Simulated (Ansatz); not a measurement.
# Be: the cost of one run

Computed with Ansatz 0.2.0 (DFT PBE, scalar-relativistic, plane waves, PAW, unless a step's input says otherwise).

**1. The starting structure**

Symmetry: P6_3/mmc, No. 194, hexagonal system. Conventional cell: a = 2.265 Å, b = 2.265 Å, c = 3.574 Å, α = 90.00°, β = 90.00°, γ = 120.00°. Be (site symmetry -6m2) has 12 Be at 2.21 to 2.26 Å as nearest neighbours.

Structure file:

```cif
data_structure
_symmetry_space_group_name_H-M 'P6_3/mmc'
_symmetry_Int_Tables_number 194
_cell_length_a 2.2648
_cell_length_b 2.2648
_cell_length_c 3.5741
_cell_angle_alpha 90.000
_cell_angle_beta 90.000
_cell_angle_gamma 120.000
_cell_volume 15.88
loop_
_atom_site_label
_atom_site_type_symbol
_atom_site_symmetry_multiplicity
_atom_site_Wyckoff_symbol
_atom_site_fract_x
_atom_site_fract_y
_atom_site_fract_z
_atom_site_occupancy
Be1 Be 2 d 0.33333 0.66667 0.75000 1
```

This is candidate A: structure listed in a database for this formula (P6_3/mmc, No. 194).

(A quick probe on a coarse mesh, which set the mesh and smearing, is not shown.)

**3. Full relaxation (candidate A)**

File input.yaml:

```yaml
crystal:
  lattice:
    - [2.2647826536, 0.0, 0.0]
    - [-1.1323913268, 1.9613593121, 0.0]
    - [0.0, 0.0, 3.57410246]
  atoms:
    - { symbol: Be, position: [0.33333333, 0.66666667, 0.75] }
    - { symbol: Be, position: [0.66666667, 0.33333333, 0.25] }
basis:
  ecutwfc: 420
kpoints:
  mp_grid: { grid: [27, 27, 16] }
hamiltonian:
  xc: pbe
scf:
  occupations: { method: gaussian, width: 0.1 }
output:
  forces: true
  stress: true
  eigenvalues: true
relax:
  adjacent_minimum: "off"
  f_tol: 0.01
  max_steps: 80
  cell: { stress_tol: 0.05 }
```

**Question.** How long does this run take on 1 thread of an Arm CPU, shared host, and how much memory does it need?

About 24 s, with a peak of 0.37 GiB.
